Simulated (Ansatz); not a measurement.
# Relaxing generalised stacking fault on (110) of a KCl-RbCl solid solution (80 atoms)

Wanted: the relaxed structure of generalised stacking fault on (110) of a KCl-RbCl solid solution (80 atoms) and its electronic structure.

Method: Kohn-Sham DFT, PBE, PAW (set soft_2), plane waves, in Ansatz 0.2.0.

## 1. The structure

The cell holds 80 atoms: 13 Rb, 40 Cl and 27 K. Cell: a = 7.339 Å, b = 10.379 Å, c = 26.094 Å, α = 90.0°, β = 86.6°, γ = 90.0°. It derives from KCl and RbCl. CsCl-type KCl lattice (a = 3.6697 Å, the value set for the mixture), cell with z along [110], 2 x 2 x 5 periods; the third cell vector is tilted by 0.417 of [001] and lengthened by 0.1 Å, so the cell holds one fault; displaced by a Gaussian of 0.01 Å; 13 of 40 K sites given to Rb at random (lattice constant by Vegard's rule between KCl and RbCl).

What the set-up can't give: Atoms were free to move along the slip, so the relaxation can undo part or all of it. The host structure and its lattice constant were typed by rule, without a check against the phase diagram.

## 2. Single point at the start

The forces at the start show how far the geometry lies from a minimum of this functional.

The input, input.yaml:

```yaml
crystal:
  lattice:
    - [7.3394, 0.0, 0.0]
    - [0.0, 10.37948, 0.0]
    - [1.52902, 0.0, 26.0487]
  atoms:
    - { symbol: Rb, position: [0.79173, 0.00092, 0.99566] }
    - { symbol: Cl, position: [0.2287, 0.00062, 0.09925] }
    - { symbol: K, position: [0.2931, 0.99894, 0.99608] }
    - { symbol: Cl, position: [0.73063, 0.9991, 0.09992] }
    - { symbol: K, position: [0.79019, 0.49869, 0.99572] }
    - { symbol: Cl, position: [0.2308, 0.49817, 0.09923] }
    - { symbol: K, position: [0.29001, 0.49943, 0.99551] }
    - { symbol: Cl, position: [0.73229, 0.49891, 0.09929] }
    - { symbol: K, position: [0.98083, 0.25071, 0.09866] }
    - { symbol: Cl, position: [0.2098, 0.24935, 0.19882] }
    - { symbol: Rb, position: [0.47934, 0.24975, 0.0991] }
    - { symbol: Cl, position: [0.71015, 0.24953, 0.19853] }
    - { symbol: K, position: [0.96057, 0.99888, 0.19899] }
    - { symbol: Cl, position: [0.18853, 0.00132, 0.29812] }
    - { symbol: Rb, position: [0.45838, 0.00078, 0.19902] }
    - { symbol: Cl, position: [0.68818, 0.99887, 0.29884] }
    - { symbol: K, position: [0.97793, 0.74814, 0.09963] }
    - { symbol: Cl, position: [0.2075, 0.75033, 0.19914] }
    - { symbol: K, position: [0.48082, 0.75142, 0.09866] }
    - { symbol: Cl, position: [0.70973, 0.74958, 0.1989] }
    - { symbol: K, position: [0.95829, 0.50196, 0.19937] }
    - { symbol: Cl, position: [0.18759, 0.49997, 0.29846] }
    - { symbol: K, position: [0.45859, 0.50155, 0.19845] }
    - { symbol: Cl, position: [0.68856, 0.49973, 0.29901] }
    - { symbol: K, position: [0.93616, 0.24855, 0.29879] }
    - { symbol: Cl, position: [0.1665, 0.25023, 0.39814] }
    - { symbol: K, position: [0.43906, 0.24952, 0.29866] }
    - { symbol: Cl, position: [0.66468, 0.25172, 0.39778] }
    - { symbol: Rb, position: [0.9144, 0.99859, 0.39799] }
    - { symbol: Cl, position: [0.14607, 0.00269, 0.49788] }
    - { symbol: Rb, position: [0.41397, 0.00218, 0.39826] }
    - { symbol: Cl, position: [0.64664, 0.99894, 0.49801] }
    - { symbol: K, position: [0.93782, 0.74991, 0.29759] }
    - { symbol: Cl, position: [0.16534, 0.75149, 0.3978] }
    - { symbol: Rb, position: [0.43783, 0.75012, 0.2985] }
    - { symbol: Cl, position: [0.66735, 0.7496, 0.39834] }
    - { symbol: K, position: [0.91769, 0.50076, 0.39757] }
    - { symbol: Cl, position: [0.14368, 0.49905, 0.49769] }
    - { symbol: K, position: [0.41788, 0.49924, 0.39807] }
    - { symbol: Cl, position: [0.64549, 0.50026, 0.49752] }
    - { symbol: Rb, position: [0.89659, 0.24981, 0.49807] }
    - { symbol: Cl, position: [0.12418, 0.24918, 0.5978] }
    - { symbol: K, position: [0.39704, 0.25017, 0.49754] }
    - { symbol: Cl, position: [0.62657, 0.24835, 0.59776] }
    - { symbol: K, position: [0.87635, 0.99892, 0.59714] }
    - { symbol: Cl, position: [0.10648, 0.99979, 0.6969] }
    - { symbol: K, position: [0.37896, 0.99889, 0.59774] }
    - { symbol: Cl, position: [0.60312, 0.00089, 0.6967] }
    - { symbol: K, position: [0.89807, 0.75044, 0.49765] }
    - { symbol: Cl, position: [0.12506, 0.74896, 0.59783] }
    - { symbol: K, position: [0.39896, 0.75048, 0.49779] }
    - { symbol: Cl, position: [0.62484, 0.74877, 0.59786] }
    - { symbol: K, position: [0.87529, 0.49884, 0.59711] }
    - { symbol: Cl, position: [0.10456, 0.4991, 0.69631] }
    - { symbol: Rb, position: [0.37572, 0.49942, 0.59705] }
    - { symbol: Cl, position: [0.60397, 0.50057, 0.69699] }
    - { symbol: Rb, position: [0.85543, 0.25001, 0.69702] }
    - { symbol: Cl, position: [0.08215, 0.24898, 0.79682] }
    - { symbol: K, position: [0.35463, 0.24964, 0.69698] }
    - { symbol: Cl, position: [0.58533, 0.25107, 0.79683] }
    - { symbol: K, position: [0.83525, 0.00029, 0.79629] }
    - { symbol: Cl, position: [0.06251, 0.9996, 0.89657] }
    - { symbol: K, position: [0.33538, 0.00109, 0.79594] }
    - { symbol: Cl, position: [0.5641, 0.00119, 0.896] }
    - { symbol: Rb, position: [0.85289, 0.74889, 0.69675] }
    - { symbol: Cl, position: [0.08101, 0.74988, 0.79577] }
    - { symbol: K, position: [0.35688, 0.74961, 0.69764] }
    - { symbol: Cl, position: [0.58446, 0.74917, 0.79655] }
    - { symbol: Rb, position: [0.83311, 0.50013, 0.79658] }
    - { symbol: Cl, position: [0.06512, 0.50137, 0.89549] }
    - { symbol: Rb, position: [0.33562, 0.50019, 0.79643] }
    - { symbol: Cl, position: [0.5653, 0.49923, 0.89666] }
    - { symbol: K, position: [0.81156, 0.24854, 0.89646] }
    - { symbol: Cl, position: [0.04348, 0.24951, 0.99587] }
    - { symbol: K, position: [0.31435, 0.24925, 0.89615] }
    - { symbol: Cl, position: [0.54166, 0.2492, 0.99604] }
    - { symbol: K, position: [0.81434, 0.74971, 0.89558] }
    - { symbol: Cl, position: [0.04156, 0.74949, 0.99572] }
    - { symbol: Rb, position: [0.31488, 0.75033, 0.89632] }
    - { symbol: Cl, position: [0.54486, 0.75161, 0.99571] }
kpoints:
  mp_grid: { grid: [2, 1, 1] }
hamiltonian:
  xc: pbe
scf:
  occupations: { method: gaussian, width: 0.05 }
output:
  forces: true
  stress: true
  populations: true
  dos:
    method: { smearing: { sigma: 0.08 } }
    de: 0.1
    projected: { site_lists: { Cl: [Cl], K: [K], Rb: [Rb] } }
  eigenvalues: true
```

Started as:

```
$ ansatz run input.yaml --threads 8 --pin off --max-ram 15872MiB --backend cpu --events-out ev --progress --plain --runs-dir out
```

Numbers of over 12 decimals in the logs are rounded to 6 here.

Output:

```text
Engine: ansatz 0.2.0, aarch64-unknown-linux-gnu
Pseudopotentials: kind: paw
Pseudopotential: Rb, paw, valence charge 9, recommended cutoff 420 eV (normal), Rb.paw.azcp
Pseudopotential: Cl, paw, valence charge 7, recommended cutoff 420 eV (normal), Cl.paw.azcp
Pseudopotential: K, paw, valence charge 9, recommended cutoff 420 eV (normal), K.paw.azcp
[... 5 lines on functional and potentials left out ...]
Crystal: 80 atoms, lattice volume = 1984.368 Å³
Basis set: ecut = 420 eV, 38813 PW (Γ), exchange–correlation on 100×144×360 points (8 copies of the dense FFT grid, shifted against one another)
Bands: 400, of which v1, the nominal top of the filled ones, is band 320 counted from 1 (319 counted from 0)
Symmetry: 1 space group operations
Space group: P1 (ITA 1), of the structure as read, at distance tolerance 1.3e-4 Å
k-points: 2
[... 7 lines on functional and potentials left out ...]
Initial density: superposition of atomic densities (neutral atoms: chi_scale 0, normalization atom), corrected by the library's trained network
Initial wavefunctions: pseudopotential atomic-orbital guess
Functional: x = pbe(κ = 0.804, μ = 0.219515), c = pbe(β = 0.066725)
SCF iter   1: F=—  HF=-127320.283782 eV  |F-HF|=—  |Δ(HF+E_count)|=         —  Δρ=4.00e-4  dr2=1.11e-2  ethr=1.77e-3  ⟨swp⟩=12.5  Hψ=4908  notcnv=0  defer=27
preconditioner: auto → Resta (q_TF=auto, 2.259 Å⁻¹)  ε∞=2.9  [insulator: Δε(μ)=5.511 eV  Ē_g=14.318 eV  σ=0.050 eV  W_gap=1.00  n_scr=398 (ndim 8)  ℏωp=19.7 eV  f_vac=0.003  D(μ)=0.00/eV (n_scr^D=0)  ε∞_Penn≈2.9]
SCF iter   2: F=—  HF=-127320.259136 eV  |F-HF|=—  |Δ(HF+E_count)|=   2.46e-2  Δρ=2.25e-4  dr2=2.99e-3  ethr=1.74e-6  ⟨swp⟩=3.5  Hψ=1850  notcnv=0  defer=43
SCF iter   3: F=—  HF=-127320.258156 eV  |F-HF|=—  |Δ(HF+E_count)|=   9.80e-4  Δρ=9.46e-5  dr2=2.84e-4  ethr=4.67e-7  ⟨swp⟩=2.5  Hψ=1137  notcnv=0  defer=43
SCF iter   4: F=—  HF=-127320.258071 eV  |F-HF|=—  |Δ(HF+E_count)|=   8.54e-5  Δρ=3.57e-5  dr2=2.96e-5  ethr=4.43e-8  ⟨swp⟩=2.5  Hψ=1084  notcnv=0  defer=43
SCF iter   5: F=—  HF=-127320.256562 eV  |F-HF|=—  |Δ(HF+E_count)|=   1.51e-3  Δρ=7.69e-6  dr2=1.18e-6  ethr=4.62e-9  ⟨swp⟩=2.0  Hψ=1397  notcnv=0  defer=44
SCF iter   6: F=—  HF=-127320.256563 eV  |F-HF|=—  |Δ(HF+E_count)|=   7.67e-7  Δρ=2.10e-6  dr2=1.16e-7  ethr=1.84e-10  ⟨swp⟩=2.0  Hψ=1217  notcnv=0  defer=44
SCF iter   7: F=-127320.256563 eV  HF=-127320.256563 eV  |F-HF|=1.21e-9  |Δ(HF+E_count)|=   9.81e-9  Δρ=7.18e-7  dr2=8.89e-9  ethr=1.56e-11  ⟨swp⟩=14.0  Hψ=4445  notcnv=0
SCF 1 converged in 7 iterations: F = -127320.256563 eV  dr2 = 8.89e-9
  greatest PAW one-centre occupation: 0.988 electrons in one spin orbital (limit 2), on the K atom at site 8 (counted from 0), in its partial waves of l = 0
SCF converged after 7 iterations
Free energy (F): -127320.256563 eV
Harris-Foulkes:  -127320.256563 eV  (|F-HF|=1.21e-9)
Internal energy: -127320.256563 eV  (E = F + TS)
E sigma→0 (E₀):  -127320.256563 eV
Fermi energy:    6.419526 eV
--- Per-component energies (eV) ---
  E_band       = -3488.278745
  E_kinetic    = 15944.401055
  E_local      = -27224.196383  (includes V_loc(G=0)·N_el)
  E_nonlocal   = 3740.041476
  E_hartree    = 8204.772144
  E_xc         = -9711.301597
  E_vxc        = -11218.606936  (∫ρ·V_xc dr)
  E_paw        = -81520.648987  (= ΣΔE_a)
  E_vpaw       = -1139.462407  (= ΣTr[D̂ρ^β])
  E_aug_tail   = 0.003469  (compensation charges beyond the density's cutoff)
  E_ewald      = -36753.327740
  E_smearing   = -0.000000  (= −TS)
  E_closure    = -0.000000  (closes the sum)
  Σ components = -127320.256563   (vs F -127320.256563, Δ=0.00e0)
--- Forces (eV/Å), atoms counted from 1 ---
  atom   1  Rb     0.18743084    -0.02620936    -1.13046374
  atom   2  Cl    -0.26417822    -0.16636307     0.57399659
  atom   3  K      0.05814820     0.00202468    -0.84010023
  atom   4  Cl     0.01134393    -0.12003527     1.12472823
  atom   5  K      0.11420354     0.03036947    -0.82683399
  atom   6  Cl    -0.16591079     0.20085912     0.67983595
  atom   7  K      0.09002341     0.02502505    -0.78787240
  atom   8  Cl    -0.03813687     0.14921212     0.68795650
  atom   9  K     -0.09706264    -0.01042583     0.93843182
  atom  10  Cl    -0.21611504     0.17116397     0.14774588
  atom  11  Rb    -0.14037691     0.00872610     1.33346381
  atom  12  Cl     0.17785068     0.15029794     0.15658148
  atom  13  K     -0.03035382     0.04873761    -0.00809397
  atom  14  Cl    -0.19992597     0.09062621    -0.08456989
[...]
atom  79  Rb    -0.02665101     0.02412394    -0.02023912
  atom  80  Cl     0.06147476    -0.17182298    -0.60825289
  max |Σ_I F_I| component: 1.03e-5 eV/Å
--- Stress (GPa, compression-positive) ---
        5.185787       0.007912      -0.202747
        0.007912       4.680353      -0.002790
       -0.202747      -0.002790       6.450625
  P = ⅓ Tr σ = 5.4389 GPa (54.389 kbar)
--- Band table (eV) ---
  k-point 0: bands = ["-24.1645", "-24.1622", "-24.1594", "-24.1556", [... 384 levels ...], "12.0807", "12.0887", "12.1195", "12.2119", "12.2275", "12.2471", "12.2582", "12.2606", "12.2758", "12.2865", "12.3081", "12.3227"]
  k-point 1: bands = ["-24.1638", "-24.1606", "-24.1573", "-24.1506", [... 384 levels ...], "12.1025", "12.1226", "12.1655", "12.1812", "12.2140", "12.2389", "12.2491", "12.2727", "12.2874", "12.3062", "12.3389", "12.3458"]
--- Löwdin populations: 80 sites ---
  site symbol       q [e]
     0     Rb      8.1932
     1     Cl      7.6980
     2      K      8.2466
[...]
79     Cl      7.6988
  spilling = 0.004382 (of n_electrons = 640.000000)
```

It took 46 s on 8 threads of Arm Neoverse V1, shared host; peak memory 6.8 GiB; 6 min of CPU time.

Read from the output:

```yaml
free_energy: -127320.2566 eV
free_energy_per_atom: -1591.5032 eV/atom
scf_cycles: 7
pressure: 5.439 GPa
r_m_s_force_component: 0.2549 eV/Å
longest_force: 1.46 eV/Å
fermi_energy: 6.42 eV
spacing_of_highest_filled_and_lowest_empty_level: 5.513 eV
spilling_of_the_projection: 0.004382
```

The r.m.s. force component of 0.25 eV/Å and the pressure of 5.4 GPa set the starting point.

Neighbours are counted within 3.62 Å (Cl-K), 3.62 Å (Cl-Rb).

Length of the force by element and coordination:

| element | coordination | atoms | mean length of the force (eV/Å) | spread | least | most |
| --- | --- | --- | --- | --- | --- | --- |
| Cl | all | 40 | 0.354 | 0.279 | 0.123 | 1.46 |
| Cl | 7 | 8 | 0.835 | 0.288 | 0.549 | 1.46 |
| Cl | 8 | 32 | 0.234 | 0.0671 | 0.123 | 0.356 |
| K | all | 27 | 0.222 | 0.332 | 0.0073 | 0.944 |
| K | 7 | 6 | 0.84 | 0.0626 | 0.745 | 0.944 |
| K | 8 | 21 | 0.0455 | 0.0208 | 0.0073 | 0.089 |
| Rb | all | 13 | 0.235 | 0.432 | 0.0238 | 1.34 |
| Rb | 7 | 2 | 1.24 | 0.0973 | 1.15 | 1.34 |
| Rb | 8 | 11 | 0.0512 | 0.0175 | 0.0238 | 0.0768 |

## 3. Relaxation

The atoms are relaxed in the fixed cell, aiming at the force tolerance of the input.

input.yaml, the sections that differ from step 2:

```yaml
output:
  forces: true
relax:
  f_tol: 0.05
  max_steps: 98
# crystal, kpoints, hamiltonian, scf: as in step 2
```

Output:

```text
[...]
Crystal: 80 atoms, lattice volume = 1984.368 Å³
Basis set: ecut = 420 eV, 38813 PW (Γ), exchange–correlation on 100×144×360 points (8 copies of the dense FFT grid, shifted against one another)
Bands: 400, of which v1, the nominal top of the filled ones, is band 320 counted from 1 (319 counted from 0)
Symmetry: 1 space group operations
[...]
k-points: 2
[...]
SCF iter   1: F=—  HF=-127320.283780 eV  |F-HF|=—  |Δ(HF+E_count)|=         —  Δρ=4.00e-4  dr2=1.11e-2  ethr=1.77e-3  ⟨swp⟩=12.5  Hψ=4908  notcnv=0  defer=27
[...]
SCF iter   6: F=-127320.256563 eV  HF=-127320.256563 eV  |F-HF|=4.07e-8  |Δ(HF+E_count)|=   6.36e-7  Δρ=2.11e-6  dr2=1.19e-7  ethr=1.80e-10  ⟨swp⟩=1.0  Hψ=2025  notcnv=0
SCF 1 converged in 6 iterations: F = -127320.256563 eV  dr2 = 1.19e-7
[...]
relax step   1: F+E_penalty+E_count = -127320.25656291 eV  Δ(F+E_penalty+E_count) = +0.000e0 eV  max|allowed force component| = 1.451e0 eV/Å  Δτ_max = 0.0000 Å  (6 SCF iters, dr2 threshold 6.25e-5 eV, accepted)
[...]
relax step   2: F+E_penalty+E_count = -127321.25839438 eV  Δ(F+E_penalty+E_count) = -1.002e0 eV  max|allowed force component| = 2.216e-1 eV/Å  Δτ_max = 0.1952 Å  (5 SCF iters, dr2 threshold 1.00e-4 eV, accepted)
[...]
relax step   3: F+E_penalty+E_count = -127321.38642867 eV  Δ(F+E_penalty+E_count) = -1.280e-1 eV  max|allowed force component| = 7.493e-2 eV/Å  Δτ_max = 0.2000 Å  (6 SCF iters, dr2 threshold 3.07e-6 eV, accepted)
relax step   4: F+E_penalty+E_count = -127321.49194569 eV  Δ(F+E_penalty+E_count) = -1.055e-1 eV  max|allowed force component| = 9.218e-2 eV/Å  Δτ_max = 0.1921 Å  (7 SCF iters, accepted)
relax step   5: F+E_penalty+E_count = -127321.64920208 eV  Δ(F+E_penalty+E_count) = -1.573e-1 eV  max|allowed force component| = 1.008e-1 eV/Å  Δτ_max = 0.1950 Å  (7 SCF iters, accepted)
relax step   6: F+E_penalty+E_count = -127321.76227558 eV  Δ(F+E_penalty+E_count) = -1.131e-1 eV  max|allowed force component| = 6.142e-2 eV/Å  Δτ_max = 0.1948 Å  (6 SCF iters, dr2 threshold 1.02e-5 eV, accepted)
[...]
relax step   7: F+E_penalty+E_count = -127321.76961145 eV  Δ(F+E_penalty+E_count) = -7.336e-3 eV  max|allowed force component| = 2.774e-2 eV/Å  Δτ_max = 0.0264 Å  (6 SCF iters, accepted)
SCF converged after 6 iterations
Free energy (F): -127321.769611 eV
[...]
Internal energy: -127321.769611 eV  (E = F + TS)
E sigma→0 (E₀):  -127321.769611 eV
Fermi energy:    6.474180 eV
[...]
--- Forces (eV/Å), atoms counted from 1 ---
  atom   1  Rb    -0.00311588     0.01517150     0.01526410
  atom   2  Cl    -0.00256390     0.00417406    -0.00341608
  atom   3  K     -0.02082678     0.01705552     0.02773628
  atom   4  Cl     0.01170706     0.00768099    -0.00649343
  atom   5  K     -0.00504238    -0.02305005    -0.00743222
  atom   6  Cl    -0.00044581     0.00191966    -0.00383981
  atom   7  K     -0.00489640    -0.02723091    -0.01006753
  atom   8  Cl     0.00757134    -0.00152373     0.00286549
  atom   9  K      0.01909724    -0.01508311    -0.02298402
  atom  10  Cl     0.00448321     0.00911570     0.00387272
  atom  11  Rb     0.00104910    -0.01409521    -0.00526092
  atom  12  Cl    -0.00725146     0.00390314    -0.00729486
  atom  13  K      0.01059769    -0.00792351    -0.01149066
  atom  14  Cl    -0.00314369     0.00212743     0.00105070
[...]
atom  79  Rb    -0.00239191    -0.01014878    -0.00731993
  atom  80  Cl     0.00013267    -0.00325953    -0.01384727
  max |Σ_I F_I| component: 1.02e-4 eV/Å
--- Relaxed structure (7 steps of the walk, 7 accepted, 0 SCFs on fresh bases) ---
  F+E_penalty+E_count = -127321.76961145 eV   max|allowed force component| = 2.774e-2 eV/Å
  atoms:
    - { symbol: Rb, position: [0.889344, -0.000111114, 0.997363] }
    - { symbol: Cl, position: [0.134964, -0.00331923, 0.097547] }
    - { symbol: K, position: [0.389837, 0.999330, 0.997778] }
    - { symbol: Cl, position: [0.639307, 0.996673, 0.097580] }
[...]
- { symbol: Cl, position: [0.635292, 0.747111, 0.999024] }
```

Run time: 2.2 min. Hardware: 8 threads; peak memory 6.9 GiB.

Relaxation path:

| step | energy less that of the first step (eV) | largest force component (eV/Å) |
| --- | --- | --- |
| 1 | 0.0000 | 1.4511 |
| 2 | -1.0018 | 0.2216 |
| 3 | -1.1299 | 0.0749 |
| 4 | -1.2354 | 0.0922 |
| 5 | -1.3926 | 0.1008 |
| 6 | -1.5057 | 0.0614 |
| 7 | -1.5130 | 0.0277 |

The atoms that moved most (Å):

| atom | dx | dy | dz | length |
| --- | --- | --- | --- | --- |
| Cl6 | -0.721 | 0.038 | -0.029 | 0.722 |
| Rb1 | 0.719 | -0.011 | 0.044 | 0.720 |
| K7 | 0.709 | 0.011 | 0.094 | 0.715 |
| K3 | 0.713 | 0.004 | 0.044 | 0.714 |
| Cl76 | 0.712 | 0.037 | 0.019 | 0.713 |
| K5 | 0.707 | 0.014 | 0.085 | 0.712 |
| Cl78 | 0.703 | -0.028 | 0.106 | 0.711 |
| Cl74 | 0.704 | 0.033 | 0.054 | 0.707 |

The relaxation changed the energy by -18.9 meV/atom, and atoms moved by 0.44 Å r.m.s., 0.72 Å at most.

(Part 1 of 2 ends here.)

[Logs are printed without paths, hosts, clocks, repeated set-up lines and the standing remarks that a program may print on its own settings, such as how far it seeks lower states.]

[Hosts, paths, dates, database ids (printed as entryN), source tags and the programs' standing remarks are cut or masked in the printed files.]
